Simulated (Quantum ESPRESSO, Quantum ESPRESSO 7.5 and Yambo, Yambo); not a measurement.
# Converging GW for AgBr (Fm-3m) in Yambo

Aim: raise bands and screening cutoff together for AgBr (Fm-3m) and follow gap and time.

Main program and level: Quantum ESPRESSO 7.5 and Yambo 5.3.0; PBE and many-body steps on it, plane waves.

The database entry behind the starting cell differs from later determinations by our own check (about 0.6 % short of the room-temperature cell), so it need not match the best structure at ambient conditions.

## 1. Starting point

Symmetry: Fm-3m, No. 225, cubic system. Conventional cell: a = 5.740 Å, b = 5.740 Å, c = 5.740 Å, α = 90.00°, β = 90.00°, γ = 90.00°. Ag has 6 Br at 2.87 Å nearest. Br has 6 Ag at 2.87 Å nearest. Farther neighbours and most contacts between anions are not listed.

The cell and positions come from the Crystallography Open Database and are kept as given unless a step says otherwise.

## 2. Empty states on the mesh, 4×4×4 mesh, 316 bands

This step: Quantum ESPRESSO 7.5; DFT, PBE, plane waves, norm-conserving pseudopotentials.

The sums over transitions need many empty states on a uniform mesh; this step solves for them.

The input, pw.in:

```
&control
  calculation = 'nscf'
  prefix = 'x'
  outdir = 'o'
  pseudo_dir = 'pseudo'
/
&system
  ibrav = 0
  nat = 2
  ntyp = 2
  ecutwfc = 74.0
  nbnd = 316
  force_symmorphic = .true.
/
&electrons
  conv_thr = 1e-9
  electron_maxstep = 80
  diago_full_acc = .true.
  diago_thr_init = 5e-6
/
ATOMIC_SPECIES
  Ag 107.87 Ag.upf
  Br 79.904 Br.upf
CELL_PARAMETERS angstrom
  -0.0000000000 2.8701500000 2.8701500000
  2.8701500000 0.0000000000 2.8701500000
  2.8701500000 2.8701500000 0.0000000000
ATOMIC_POSITIONS crystal
  Ag 0.0000000000 0.0000000000 0.0000000000
  Br 0.5000000000 0.5000000000 0.5000000000
K_POINTS automatic
  4 4 4 0 0 0
```

The run is started by

```console
$ OMP_NUM_THREADS=1 mpirun -n 4 pw.x -nk 4 -in pw.in > pw.out
```

The log of the run:

```text
Program PWSCF v.7.5 starts

     This program is part of the open-source Quantum ESPRESSO suite
     for quantum simulation of materials; please cite
         "P. Giannozzi et al., J. Phys.:Condens. Matter 21 395502 (2009);
         "P. Giannozzi et al., J. Phys.:Condens. Matter 29 465901 (2017);
         "P. Giannozzi et al., J. Chem. Phys. 152 154105 (2020);
     in publications or presentations arising from this work. More details at

     Atomic positions and unit cell read from directory:
     o/x.save/

     Message from routine setup:
[...]
67.7576  69.4947  69.4947  71.0535  74.0803  74.0803  75.3069  76.0115
     [... 28 further rows ...]
   194.6614 195.0688 196.2971 196.2971 196.5424 197.3470 197.3470 197.4728
   198.0389 198.0389 198.0511 198.3452

          k = 0.3536 0.0000 0.0000 (  3479 PWs)   bands (ev):

     [... further k-points ...]

     highest occupied, lowest unoccupied level (ev):     8.2447    8.9169

     XML data file, pseudopotentials, collected wavefunctions

=------------------------------------------------------------------------------=
   JOB DONE.
=------------------------------------------------------------------------------=
```

The job ended after 31 s (4 MPI ranks of Arm Neoverse V1, shared host; peak memory 0.6 GiB; 2 min of CPU time).

This step gave:

| Quantity | Value |
| --- | --- |
| gap | 0.6721 eV |
| k of the valence top | 0, 0, -0.5 |
| k of the conduction bottom | 0, 0, 0 |
| least direct gap | 2.604 eV |
| k points computed | 8 |
| lowest point of the top converged band, above the valence top | 188.1953 eV |

On this mesh the gap is 0.672 eV.

The density comes from a self-consistent run that is not shown.

## 3. Conversion and set-up

This step: Yambo 5.3.0; conversion and set-up on PBE, plane waves, norm-conserving pseudopotentials.

The states are converted to the many-body program's format and the q mesh is built.

The run is started by

```console
$ (cd o/x.save; p2y > p2y.log; mv SAVE ../..); yambo > setup.log
```

The log of the run:

```text
 Yambo, version 5.3.0

 [02] CORE Variables Setup
 =========================

  [02.01] Unit cells
  ==================

  Cell kind             :  FCC
  Atoms in the cell     :  Ag  Br
  number of Ag atoms    :  1
  number of Br atoms    :  1

  List of atomic masses
  Mass of Ag    :  107.8700
  Mass of Br    :  79.90400

  List of atomic coordinates    : [cc]
  Ag1       :  0.000000  0.000000  0.000000  order 1
  Br1       :  5.423797  5.423797  5.423797  order 2

  Alat factors          :  5.423797  5.423797  5.423797 [a.u.]
  Direct lattice volume :  319.1100 [a.u.]
[...]
==========================================

 IBZ Q-points                                      :   8
 BZ  Q-points                                      :   64

 K/Q-points units:
 rlu = crystal or reduced units; cc = cartesian coordinates; iku = interal k-units

 Q [1]          [rlu]:  0.000000  0.000000  0.000000
 Q [2]          [rlu]:  0.11377E-17  0.11377E-17  0.25000
 Q [3]          [rlu]: -0.22755E-17 -0.22755E-17 -0.50000
[...]
Q [7]          [rlu]:  0.22019E-17 -0.50000     -0.50000
 Q [8]          [rlu]:  0.250000 -0.500000 -0.250000

  [03.01] X indexes
  =================

   [03.01.01] Sigma indexes
   ========================

 [06] Game Over & Game summary
```

Run time: 2.5 s. Hardware: 1 MPI rank; peak memory 0.25 GiB.

## 4. 50 bands, 74.8 eV

Now the one-shot GW correction: screening in the RPA, then the self-energy of the levels asked for.

This step: G0W0 on PBE, plane waves, norm-conserving pseudopotentials.

The input, gw1.in:

```
HF_and_locXC
gw0
dyson
ppa
em1d
rim_cut
RandQpts= 1000000
RandGvec= 1 RL
EXXRLvcs= 74 Ry
VXCRLvcs= 296 Ry
Chimod= "HARTREE"
% BndsRnXp
 1 | 50 |
%
NGsBlkXp= 5.5 Ry
% LongDrXp
 1 | 1 | 1 |
%
% GbndRnge
 1 | 50 |
%
DysSolver= "n"
ExtendOut
PPAPntXp= 27.21138 eV
% QPkrange
 3 | 3 | 12 | 15 |
 1 | 1 | 12 | 15 |
%
```

The run is started by

```console
$ OMP_NUM_THREADS=1 mpirun -n 4 yambo -F gw1.in -J gw1 -C gw1 > gw1.log
```

The log of the run:

```text
 Yambo, version 5.3.0

 [02] CORE Variables Setup
 =========================

  [... cell, symmetries and grids as in the set-up ...]

  [02.05] Energies & Occupations
  ==============================

  [X] === General ===
  [X] Electronic Temperature                        :  0.000000  0.000000 [eV K]
  [X] Bosonic    Temperature                        :  0.000000  0.000000 [eV K]
  [X] Finite Temperature mode                       : no
  [X] El. density                                   :  0.54983E+24 [cm-3]
  [X] Fermi Level                                   :  8.244730 [eV]

  [X] === Gaps and Widths ===
  [X] Conduction Band Min                           :  0.672137 [eV]
  [X] Valence Band Max                              :  0.000000 [eV]
  [X] Filled Bands                                  :  13
  [X] Empty Bands                                   :   14  316
  [X] Direct Gap                                    :  2.604052 [eV]
  [X] Direct Gap localized at k                     :  1
  [X] Indirect Gap                                  :  0.672137 [eV]
  [X] Indirect Gap between kpts                     :  3  1
  [X] Last valence band width                       :  2.284236 [eV]
  [X] 1st conduction band width                     :  4.310377 [eV]

 [03] Transferred momenta grid and indexing
 ==========================================

 IBZ Q-points                                      :   8
 BZ  Q-points                                      :   64

 K/Q-points units:
 rlu = crystal or reduced units; cc = cartesian coordinates; iku = interal k-units

 Q [1]          [rlu]:  0.000000  0.000000  0.000000
 Q [2]          [rlu]:  0.11377E-17  0.11377E-17  0.25000
 Q [3]          [rlu]: -0.22755E-17 -0.22755E-17 -0.50000
 Q [4]          [rlu]: -0.11010E-17  0.25000      0.25000
 Q [5]          [rlu]:  0.15016E-16  0.25000      0.50000
 Q [6]          [rlu]: -0.22755E-17  0.25000     -0.25000
 Q [7]          [rlu]:  0.22019E-17 -0.50000     -0.50000
 Q [8]          [rlu]:  0.250000 -0.500000 -0.250000

 [04] Coloumb potential Random Integration (RIM)
 ===============================================

  [04.01] RIM initialization
  ==========================

  * Diagonal components only detected *

  8 x (sBL volume)        :  0.097165 [a.u.]
  sBZ random points       :  1000000
  Points outside the sBZ  :   7968281
  RL volume               :  0.777319 [a.u.]
  Integrated volume       :  0.780413 [a.u.]

  [04.02] RIM integrals
  =====================

  Gamma point sphere radius             :  0.083391 [a.u.]
  Points outside the sphere             :   800476
  [Int_sBZ(q=0) 1/q^2]*(Vol_sBZ)^(-1/3) =:  7.776341
                                 should be <:  7.795600

  Summary of Coulomb integrals for non-metallic bands |Q|[au] RIM/Bare

  Q [1] 0.100000E-4 0.997530 * Q [2] 0.250811 1.068455
  Q [4] 0.289612 1.066792 * Q [6] 0.409573 1.029758
  Q [5] 0.480267 1.022667 * Q [3] 0.501623 1.020719
  Q [7] 0.579224 1.017590 * Q [8] 0.647592 1.014588

 [WARNING] [Xp] User bands 1-50 break level degeneracy

 [05] Dipoles
 ============

  [05.01] Setup: observables and procedures
  =========================================

 [06] Dynamic Dielectric Matrix (PPA)
 ====================================

 [WR./gw1//ndb.pp]---------------------------------------------------------------
  Brillouin Zone Q/K grids (IBZ/BZ)                :    8   64    8   64
  RL vectors                                       :   4279 [WF]
  Coulomb cutoff potential                         : none
  Electronic Temperature                           :  0.000000 [K]
  Bosonic    Temperature                           :  0.000000 [K]
  PPA    diel. fun.  energies                      : Perdew, Burke & Ernzerhof(X)+Perdew, Burke & Ernzerhof(C)
  wavefunctions                                    : Perdew, Burke & Ernzerhof(X)+Perdew, Burke & Ernzerhof(C)
  Global Gauge                                     : length
  X matrix size                                    :   89
  X band range                                     :    1   50
  X e/h energy range                               : -1.000000 -1.000000 [eV]
  X Time ordering                                  : R
  X Hxc Kernel                                     : HARTREE
  X Drude frequency                                :  0.000000  0.000000
  X poles                                          :  100.0000 [o/o]
  RL vectors in the sum                            :   4279
  [r,Vnl] included                                 : yes
  Field direction                                  :  0.577350E-5  0.577350E-5  0.577350E-5
  BZ energy Double Grid                            : no
  BZ energy DbGd points                            : 0
  BZ Q point size factor                           : -1.000000
  X Optical Averaged directions                    : none

 [07] Local Exchange-Correlation + Non-Local Fock
 ================================================

 [VXC] Plane waves :  27317
 [EXS] Plane waves :   3527

 QP @ state[ 1 ] K range:  1  1
 QP @ state[ 1 ] b range:  12  15
 QP @ state[ 2 ] K range:  3  3
 QP @ state[ 2 ] b range:  12  15

 [xc] Functional : Perdew, Burke & Ernzerhof(X)+Perdew, Burke & Ernzerhof(C)
 [xc] LIBXC used to calculate xc functional
  PP Number of Atomic Species                      :  2
  NLCC RL compoments                               :  27317
  PP Number of Atomic Species                      :  2
  NLCC RL compoments                               :  27317

 [xc] E_xc :  -16.63987 [Ha]
      E_xc :  -33.27974 [Ry]

  Local XC kind (lXC) : Perdew, Burke & Ernzerhof(X)+Perdew, Burke & Ernzerhof(C)
  Non-Local XC kind (nlXC) : Hartree-Fock

  Corrections @ K [1] :  [eV]
 <12|nlXC|12> = -16.64842  0.21474E-16 <12|lXC|12> = -13.22152 -0.11801E-16
 <13|nlXC|13> = -16.64838  0.14495E-16 <13|lXC|13> = -13.22152 -0.18882E-15
 <14|nlXC|14> = -6.572430 -0.27635E-17 <14|lXC|14> = -10.60462  0.99809E-19
 <15|nlXC|15> = -6.577354 -0.89557E-20 <15|lXC|15> = -11.43058  0.47210E-16

  Corrections @ K [3] :  [eV]
 <12|nlXC|12> = -24.02059 -0.65125E-17 <12|lXC|12> = -19.82563  0.47205E-16
 <13|nlXC|13> = -24.02059 -0.20069E-16 <13|lXC|13> = -19.82563  0.33045E-15
 <14|nlXC|14> = -4.814695 -0.24213E-17 <14|lXC|14> = -8.807985  0.94403E-16
 <15|nlXC|15> = -7.304298 -0.26806E-18 <15|lXC|15> = -13.32792  0.76763E-16

 [08] Dyson equation: Newton solver
 ==================================

  [08.01] G0W0 (W PPA)
  ====================

  [  GW  ] Bands range     :    1   50
  [GW/PPA] G damping       :  0.100000 [eV]

  QP @ state[ 1 ] K range:  1  1
  QP @ state[ 1 ] b range:  12  15
  QP @ state[ 2 ] K range:  3  3
  QP @ state[ 2 ] b range:  12  15

   Sc/G bands                                       :    1   50
   Sc/G damping                                     :  0.100000 ev
   Sc bands terminator                              : no
   Sx RL components                                 :   3527

   QP @ state[ 1 ] K range                          :  1  1
   QP @ state[ 1 ] b range                          :  12  15
   QP @ state[ 2 ] K range                          :  3  3
   QP @ state[ 2 ] b range                          :  12  15
   GF energies kind                                 : Perdew, Burke & Ernzerhof(X)+Perdew, Burke & Ernzerhof(C)
   GF WF`s kind                                     : Perdew, Burke & Ernzerhof(X)+Perdew, Burke & Ernzerhof(C)
   Xs energies kind                                 : Perdew, Burke & Ernzerhof(X)+Perdew, Burke & Ernzerhof(C)
   Xs WF`s kind                                     : Perdew, Burke & Ernzerhof(X)+Perdew, Burke & Ernzerhof(C)

 [11] Game Over & Game summary
```

Wall time 23 s (4 MPI ranks); peak memory 1.4 GiB; 87 s of CPU time.

Numbers from this step:

- G0W0 gap on the points computed: 1.576 eV
- starting gap on the mesh: 0.6721 eV
- k of the valence top: 0, 0, -0.5
- k of the conduction bottom: 0, 0, 0
- least direct G0W0 gap on the computed points: 3.648 eV
- Z at the valence top: 0.8022
- Z at the conduction bottom: 0.8288

The gap on the mesh goes from 0.67 eV to 1.58 eV, a correction of +0.90 eV.

## 5. 136 bands, 142.9 eV

gw2.in, as its differences from gw1.in of step 4:

```diff
@@ -12,5 +12,5 @@
 % BndsRnXp
- 1 | 50 |
+ 1 | 136 |
 %
-NGsBlkXp= 5.5 Ry
+NGsBlkXp= 10.5 Ry
 % LongDrXp
@@ -19,3 +19,3 @@
 % GbndRnge
- 1 | 50 |
+ 1 | 136 |
 %
```

The run is started by

```console
$ OMP_NUM_THREADS=1 mpirun -n 4 yambo -F gw2.in -J gw2 -C gw2 > gw2.log
```

The log of the run:

```text
 Yambo, version 5.3.0

 [02] CORE Variables Setup
 =========================

  [... cell, symmetries and grids as in the set-up ...]

  [02.05] Energies & Occupations
  ==============================

  [X] === General ===
  [X] Electronic Temperature                        :  0.000000  0.000000 [eV K]
  [X] Bosonic    Temperature                        :  0.000000  0.000000 [eV K]
  [X] Finite Temperature mode                       : no
  [X] El. density                                   :  0.54983E+24 [cm-3]
  [X] Fermi Level                                   :  8.244730 [eV]

  [X] === Gaps and Widths ===
  [X] Conduction Band Min                           :  0.672137 [eV]
  [X] Valence Band Max                              :  0.000000 [eV]
  [X] Filled Bands                                  :  13
  [X] Empty Bands                                   :   14  316
  [X] Direct Gap                                    :  2.604052 [eV]
  [X] Direct Gap localized at k                     :  1
  [X] Indirect Gap                                  :  0.672137 [eV]
  [X] Indirect Gap between kpts                     :  3  1
  [X] Last valence band width                       :  2.284236 [eV]
  [X] 1st conduction band width                     :  4.310377 [eV]

 [03] Transferred momenta grid and indexing
 ==========================================

 IBZ Q-points                                      :   8
 BZ  Q-points                                      :   64

 K/Q-points units:
 rlu = crystal or reduced units; cc = cartesian coordinates; iku = interal k-units

 Q [1]          [rlu]:  0.000000  0.000000  0.000000
 Q [2]          [rlu]:  0.11377E-17  0.11377E-17  0.25000
 Q [3]          [rlu]: -0.22755E-17 -0.22755E-17 -0.50000
[...]
NLCC RL compoments                               :  27317
  PP Number of Atomic Species                      :  2
  NLCC RL compoments                               :  27317

 [xc] E_xc :  -16.63987 [Ha]
      E_xc :  -33.27974 [Ry]

  Local XC kind (lXC) : Perdew, Burke & Ernzerhof(X)+Perdew, Burke & Ernzerhof(C)
  Non-Local XC kind (nlXC) : Hartree-Fock

  Corrections @ K [1] :  [eV]
 <12|nlXC|12> = -16.64842  0.21474E-16 <12|lXC|12> = -13.22152 -0.11801E-16
 <13|nlXC|13> = -16.64838  0.14495E-16 <13|lXC|13> = -13.22152 -0.18882E-15
 <14|nlXC|14> = -6.572430 -0.27635E-17 <14|lXC|14> = -10.60462  0.99809E-19
[...]
Corrections @ K [3] :  [eV]
[...]
<14|nlXC|14> = -4.814695 -0.24213E-17 <14|lXC|14> = -8.807985  0.94403E-16
 <15|nlXC|15> = -7.304298 -0.26806E-18 <15|lXC|15> = -13.32792  0.76763E-16

 [08] Dyson equation: Newton solver
 ==================================

  [08.01] G0W0 (W PPA)
  ====================

  [  GW  ] Bands range     :    1  136
  [GW/PPA] G damping       :  0.100000 [eV]

  QP @ state[ 1 ] K range:  1  1
  QP @ state[ 1 ] b range:  12  15
  QP @ state[ 2 ] K range:  3  3
  QP @ state[ 2 ] b range:  12  15

   Sc/G bands                                       :    1  136
   Sc/G damping                                     :  0.100000 ev
   Sc bands terminator                              : no
   Sx RL components                                 :   3527

   QP @ state[ 1 ] K range                          :  1  1
   QP @ state[ 1 ] b range                          :  12  15
   QP @ state[ 2 ] K range                          :  3  3
   QP @ state[ 2 ] b range                          :  12  15
   GF energies kind                                 : Perdew, Burke & Ernzerhof(X)+Perdew, Burke & Ernzerhof(C)
   GF WF`s kind                                     : Perdew, Burke & Ernzerhof(X)+Perdew, Burke & Ernzerhof(C)
   Xs energies kind                                 : Perdew, Burke & Ernzerhof(X)+Perdew, Burke & Ernzerhof(C)
   Xs WF`s kind                                     : Perdew, Burke & Ernzerhof(X)+Perdew, Burke & Ernzerhof(C)

 [11] Game Over & Game summary
```

The job ended after 80 s (4 MPI ranks; peak memory 1.6 GiB).

Numbers from this step:

```yaml
g0w0_gap_on_the_points_computed: 1.629 eV
starting_gap_on_the_mesh: 0.6721 eV
k_of_the_valence_top: 0, 0, -0.5
k_of_the_conduction_bottom: 0, 0, 0
least_direct_g0w0_gap_on_the_computed_points: 3.756 eV
z_at_the_valence_top: 0.8001
z_at_the_conduction_bottom: 0.8273
```

Against G0W0 in Yambo (4×4×4 mesh, 50 bands, screening to 74.8 eV, Godby-Needs plasmon pole), the gap moves by +0.052 eV.

## 6. 316 bands, 217.7 eV

gw3.in, as its differences from gw2.in of step 5:

```diff
@@ -12,5 +12,5 @@
 % BndsRnXp
- 1 | 136 |
+ 1 | 316 |
 %
-NGsBlkXp= 10.5 Ry
+NGsBlkXp= 16 Ry
 % LongDrXp
@@ -19,3 +19,3 @@
 % GbndRnge
- 1 | 136 |
+ 1 | 316 |
 %
```

The run is started by

```console
$ OMP_NUM_THREADS=1 mpirun -n 4 yambo -F gw3.in -J gw3 -C gw3 > gw3.log
```

The log of the run:

```text
 Yambo, version 5.3.0

 [02] CORE Variables Setup
 =========================

  [... cell, symmetries and grids as in the set-up ...]

  [02.05] Energies & Occupations
  ==============================

  [X] === General ===
  [X] Electronic Temperature                        :  0.000000  0.000000 [eV K]
  [X] Bosonic    Temperature                        :  0.000000  0.000000 [eV K]
  [X] Finite Temperature mode                       : no
  [X] El. density                                   :  0.54983E+24 [cm-3]
[...]
QP @ state[ 1 ] b range                          :  12  15
   QP @ state[ 2 ] K range                          :  3  3
   QP @ state[ 2 ] b range                          :  12  15
   GF energies kind                                 : Perdew, Burke & Ernzerhof(X)+Perdew, Burke & Ernzerhof(C)
   GF WF`s kind                                     : Perdew, Burke & Ernzerhof(X)+Perdew, Burke & Ernzerhof(C)
   Xs energies kind                                 : Perdew, Burke & Ernzerhof(X)+Perdew, Burke & Ernzerhof(C)
   Xs WF`s kind                                     : Perdew, Burke & Ernzerhof(X)+Perdew, Burke & Ernzerhof(C)

 [11] Game Over & Game summary
```

It took 5.9 min on 4 MPI ranks; peak memory 2.2 GiB; 24 min of CPU time.

This step gave:

```
G0W0 gap on the points computed              : 1.728 eV
starting gap on the mesh                     : 0.6721 eV
k of the valence top                         : 0, 0, -0.5
k of the conduction bottom                   : 0, 0, 0
least direct G0W0 gap on the computed points : 3.845 eV
```

Against G0W0 in Yambo (4×4×4 mesh, 136 bands, screening to 142.9 eV, Godby-Needs plasmon pole), the gap moves by +0.099 eV.

## 7. Side by side

Times are wall times on 4 MPI ranks of Arm Neoverse V1, shared host, good to a factor of about two.

| run | mesh | bands | screening cutoff (eV) | DFT gap (eV) | gap on the mesh (eV) | direct (eV) | time |
| --- | --- | --- | --- | --- | --- | --- | --- |
| 50 bands, 74.8 eV | 4×4×4 | 50 | 74.8 | 0.672 | 1.576 | 3.648 | 23 s |
| 136 bands, 142.9 eV | 4×4×4 | 136 | 142.9 | 0.672 | 1.629 | 3.756 | 80 s |
| 316 bands, 217.7 eV | 4×4×4 | 316 | 217.7 | 0.672 | 1.728 | 3.845 | 5.9 min |

## 8. Results

| Item | Value |
| --- | --- |
| 50 bands, 74.8 eV | 1.576 eV |
| 136 bands, 142.9 eV | 1.629 eV |
| 316 bands, 217.7 eV | 1.728 eV |
| known limits | not at the basis limit; d shell near the gap, gap tends to lie low; no spin-orbit coupling; coarse k mesh |

**Reading.** From the first rung to the last the gap moves by +0.15 eV for 16 times the time. The steps are not yet shrinking, so no limit is drawn. In the G0W0 runs levels were corrected at 2 k points alone, so a gap called «on the mesh» is the least over those, and an edge elsewhere would be missed. The 4×4×4 mesh is coarse for this cell, which bears on the long-range parts of exchange and screening. A d shell, filled or nearly so, lies near the gap. One-shot GW converges very slowly in bands there, not always from below, and on a semilocal start the gap tends to come out low; starts rich in exact exchange can overshoot instead. The many-body steps are scalar-relativistic: spin-orbit coupling is not in them.

[Paths, hosts, dates, memory and timing lines, banners, echoed tables and standing remarks are left out of the program output.]

[Logs are printed without paths, hosts, clocks, repeated set-up lines and the standing remarks that a program may print on its own settings, such as how far it seeks lower states.]

[Runs of the session that timed out or met a known fault of the program may be left out.]

[Hosts, paths, dates, database ids (printed as entryN), source tags and the programs' standing remarks are cut or masked in the printed files.]
